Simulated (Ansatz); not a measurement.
Molecular dynamics of ZrO2

Input:

```yaml
accuracy: low
crystal:
  lattice:
    - [-3.728596, -3.728596, 0.0]
    - [3.728596, -3.728596, 0.0]
    - [0.0, 0.0, 5.380244]
  atoms:
    - { symbol: Zr, position: [0.5, 0.5, 0.0] }
    - { symbol: Zr, position: [0.0, 0.5, 0.5] }
    - { symbol: O, position: [0.25, 0.25, 0.201] }
    - { symbol: O, position: [0.25, 0.25, 0.701] }
    - { symbol: O, position: [0.25, 0.75, 0.299] }
    - { symbol: O, position: [0.25, 0.75, 0.799] }
    - { symbol: Zr, position: [0.0, 0.0, 0.0] }
    - { symbol: Zr, position: [0.5, 0.0, 0.5] }
    - { symbol: O, position: [0.75, 0.75, 0.201] }
    - { symbol: O, position: [0.75, 0.75, 0.701] }
    - { symbol: O, position: [0.75, 0.25, 0.299] }
    - { symbol: O, position: [0.75, 0.25, 0.799] }
basis:
  ecutwfc: 500.0
kpoints:
  mp_grid: { grid: [2, 2, 2] }
hamiltonian:
  xc: r2scan
  pseudopotentials: { kind: paw, azcp: { folder: soft_1 } }
scf:
  occupations: { method: fermi_dirac, width: 0.3 }
  lower_state_search: "off"
md:
  timestep: 0.75
  n_steps: 80
  ensemble: nvt_langevin
  temperature: 3500.0
  initial_velocities: maxwell_boltzmann
  seed: 57527
  friction: 0.02
```

Command:

```bash
$ ansatz run input.yaml --threads 1 --pin off --max-ram 3072MiB --backend cpu --events-out ev --progress --plain --runs-dir out
```

It starts from an unrelaxed structure (largest force component 0.57 eV/Å).

Output, in part (one step line in 2):

```
md step     0: t =     0.00 fs  T =  3208.3 K  F+E_penalty+E_count = -21351.58786114 eV  E_kin = 4.976510 eV  (10 SCF iters)
md step     2: t =     1.50 fs  T =  3224.6 K  F+E_penalty+E_count = -21351.50256670 eV  E_kin = 5.001743 eV  (8 SCF iters)
md step     4: t =     3.00 fs  T =  3208.4 K  F+E_penalty+E_count = -21351.29725388 eV  E_kin = 4.976587 eV  (8 SCF iters)
md step     6: t =     4.50 fs  T =  3358.7 K  F+E_penalty+E_count = -21350.99540852 eV  E_kin = 5.209792 eV  (7 SCF iters)
md step     8: t =     6.00 fs  T =  3452.7 K  F+E_penalty+E_count = -21350.57893176 eV  E_kin = 5.355516 eV  (6 SCF iters)
md step    10: t =     7.50 fs  T =  3356.0 K  F+E_penalty+E_count = -21350.08209544 eV  E_kin = 5.205483 eV  (8 SCF iters)
md step    12: t =     9.00 fs  T =  2867.7 K  F+E_penalty+E_count = -21349.57124957 eV  E_kin = 4.448118 eV  (7 SCF iters)
md step    14: t =    10.50 fs  T =  2473.0 K  F+E_penalty+E_count = -21349.10459527 eV  E_kin = 3.835875 eV  (6 SCF iters)
md step    16: t =    12.00 fs  T =  2364.1 K  F+E_penalty+E_count = -21348.69789734 eV  E_kin = 3.666945 eV  (7 SCF iters)
md step    18: t =    13.50 fs  T =  2196.9 K  F+E_penalty+E_count = -21348.31296189 eV  E_kin = 3.407647 eV  (6 SCF iters)
md step    20: t =    15.00 fs  T =  2228.9 K  F+E_penalty+E_count = -21347.97111242 eV  E_kin = 3.457215 eV  (9 SCF iters)
md step    22: t =    16.50 fs  T =  2190.8 K  F+E_penalty+E_count = -21347.71033664 eV  E_kin = 3.398201 eV  (7 SCF iters)
md step    24: t =    18.00 fs  T =  1945.0 K  F+E_penalty+E_count = -21347.58388798 eV  E_kin = 3.016927 eV  (7 SCF iters)
md step    26: t =    19.50 fs  T =  2052.9 K  F+E_penalty+E_count = -21347.56588911 eV  E_kin = 3.184256 eV  (6 SCF iters)
md step    28: t =    21.00 fs  T =  2031.0 K  F+E_penalty+E_count = -21347.69590781 eV  E_kin = 3.150268 eV  (6 SCF iters)
md step    30: t =    22.50 fs  T =  2433.4 K  F+E_penalty+E_count = -21347.93585806 eV  E_kin = 3.774466 eV  (9 SCF iters)
md step    32: t =    24.00 fs  T =  3010.8 K  F+E_penalty+E_count = -21348.22499401 eV  E_kin = 4.670065 eV  (7 SCF iters)
md step    34: t =    25.50 fs  T =  2999.4 K  F+E_penalty+E_count = -21348.50393512 eV  E_kin = 4.652479 eV  (7 SCF iters)
md step    36: t =    27.00 fs  T =  3491.5 K  F+E_penalty+E_count = -21348.72387654 eV  E_kin = 5.415730 eV  (6 SCF iters)
md step    38: t =    28.50 fs  T =  3318.8 K  F+E_penalty+E_count = -21348.81818412 eV  E_kin = 5.147823 eV  (6 SCF iters)
md step    40: t =    30.00 fs  T =  3150.4 K  F+E_penalty+E_count = -21348.79316785 eV  E_kin = 4.886583 eV  (8 SCF iters)
md step    42: t =    31.50 fs  T =  2688.5 K  F+E_penalty+E_count = -21348.67591286 eV  E_kin = 4.170226 eV  (6 SCF iters)
md step    44: t =    33.00 fs  T =  2633.1 K  F+E_penalty+E_count = -21348.48223632 eV  E_kin = 4.084284 eV  (6 SCF iters)
md step    46: t =    34.50 fs  T =  2590.7 K  F+E_penalty+E_count = -21348.25598729 eV  E_kin = 4.018459 eV  (6 SCF iters)
md step    48: t =    36.00 fs  T =  2403.3 K  F+E_penalty+E_count = -21348.06902337 eV  E_kin = 3.727791 eV  (7 SCF iters)
md step    50: t =    37.50 fs  T =  2391.8 K  F+E_penalty+E_count = -21347.97827540 eV  E_kin = 3.710028 eV  (8 SCF iters)
md step    52: t =    39.00 fs  T =  2267.7 K  F+E_penalty+E_count = -21347.94070894 eV  E_kin = 3.517452 eV  (7 SCF iters)
md step    54: t =    40.50 fs  T =  2602.5 K  F+E_penalty+E_count = -21348.04621203 eV  E_kin = 4.036733 eV  (7 SCF iters)
md step    56: t =    42.00 fs  T =  3088.8 K  F+E_penalty+E_count = -21348.25435870 eV  E_kin = 4.791104 eV  (6 SCF iters)
md step    58: t =    43.50 fs  T =  3598.1 K  F+E_penalty+E_count = -21348.48290986 eV  E_kin = 5.581107 eV  (6 SCF iters)
md step    60: t =    45.00 fs  T =  4040.0 K  F+E_penalty+E_count = -21348.70035835 eV  E_kin = 6.266507 eV  (8 SCF iters)
md step    62: t =    46.50 fs  T =  3656.2 K  F+E_penalty+E_count = -21348.80542921 eV  E_kin = 5.671238 eV  (7 SCF iters)
md step    64: t =    48.00 fs  T =  3344.0 K  F+E_penalty+E_count = -21348.76272755 eV  E_kin = 5.187023 eV  (7 SCF iters)
md step    66: t =    49.50 fs  T =  3668.1 K  F+E_penalty+E_count = -21348.66556031 eV  E_kin = 5.689621 eV  (7 SCF iters)
md step    68: t =    51.00 fs  T =  3809.5 K  F+E_penalty+E_count = -21348.51146730 eV  E_kin = 5.909038 eV  (6 SCF iters)
md step    70: t =    52.50 fs  T =  3643.4 K  F+E_penalty+E_count = -21348.39172299 eV  E_kin = 5.651428 eV  (8 SCF iters)
md step    72: t =    54.00 fs  T =  3680.8 K  F+E_penalty+E_count = -21348.32935731 eV  E_kin = 5.709404 eV  (6 SCF iters)
md step    74: t =    55.50 fs  T =  3872.5 K  F+E_penalty+E_count = -21348.30456166 eV  E_kin = 6.006639 eV  (6 SCF iters)
md step    76: t =    57.00 fs  T =  3867.3 K  F+E_penalty+E_count = -21348.27765246 eV  E_kin = 5.998589 eV  (7 SCF iters)
md step    78: t =    58.50 fs  T =  3749.8 K  F+E_penalty+E_count = -21348.16888321 eV  E_kin = 5.816365 eV  (6 SCF iters)
md step    80: t =    60.00 fs  T =  3758.7 K  F+E_penalty+E_count = -21347.98482917 eV  E_kin = 5.830136 eV  (8 SCF iters)
```

The run went to its last step. A run of 0.06 ps of so small a system gives no equilibrium averages. Limits of this set-up: coarse k mesh, low accuracy level.

Mean squared displacements from the first frame to the last, about the centre of mass: Zr 0.02 Å², O 0.36 Å².

Last frame:

```xyz
12
Lattice="-3.7286 -3.7286 0.0000 3.7286 -3.7286 0.0000 0.0000 0.0000 5.3802" Properties=species:S:1:pos:R:3
Zr 0.197 -3.906 -0.114
Zr 2.046 -1.843 2.797
O 0.247 -1.734 0.474
O 0.209 -2.476 3.066
O 2.463 -3.171 1.436
O 2.069 -3.832 3.961
Zr 0.056 -0.011 0.154
Zr -1.801 -1.974 2.769
O 0.716 -5.323 1.067
O 0.050 -5.613 3.663
O -1.965 -3.778 2.032
O -1.951 -4.035 4.632
```

Run time: 14 min on 1 thread of Arm Neoverse V2 (shared host), peak memory 0.59 GiB.
